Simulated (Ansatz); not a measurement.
MgI2, CdCl2 type was relaxed with 3 functionals in the plane-wave code Ansatz, cell and atoms free, the symmetry of the start kept (meshes: PBE-D3(BJ) 6×6×6, r2SCAN+rVV10 6×6×6, PBE-D4 6×6×6). The cell comes from a prototype generator: it can be a known phase or a hypothetical one. Spin polarisation is off.

The PBE-D4 result:
```
CELL_PARAMETERS angstrom
2.06673 1.19323 6.85773
-2.06673 1.19323 6.85773
0.00000 -2.38645 6.85773
ATOMIC_POSITIONS crystal
Mg 0.00000 0.00000 0.00000
I 0.25196 0.25196 0.25196
I 0.74804 0.74804 0.74804
```

The symmetry is R-3m (No. 166, trigonal); a = 4.133 Å, c = 20.573 Å in the conventional setting, 33.82 Å³ an atom. Mg is surrounded by 6 I at 2.92 Å; I is surrounded by 3 Mg at 2.92 Å.

Q: Order the functionals by the relaxed volume, smallest first.
A. PBE-D3(BJ)
B. PBE-D4
C. r2SCAN+rVV10

A: A (33.63 Å³/atom), B (33.82 Å³/atom), C (34.39 Å³/atom).

Q: How does the cell change with PBE-D3(BJ)?

A: a = 4.127 Å, c = 20.518 Å; the volume differs by -0.6 % from PBE-D4's. Mg is surrounded by 6 I at 2.91 Å; I is surrounded by 3 Mg at 2.91 Å.

Q: How does the cell change with r2SCAN+rVV10?

A: a = 4.157 Å, c = 20.677 Å; the volume differs by +1.7 % from PBE-D4's. Mg has 6 I at 2.92 Å; I has 3 Mg at 2.92 Å.
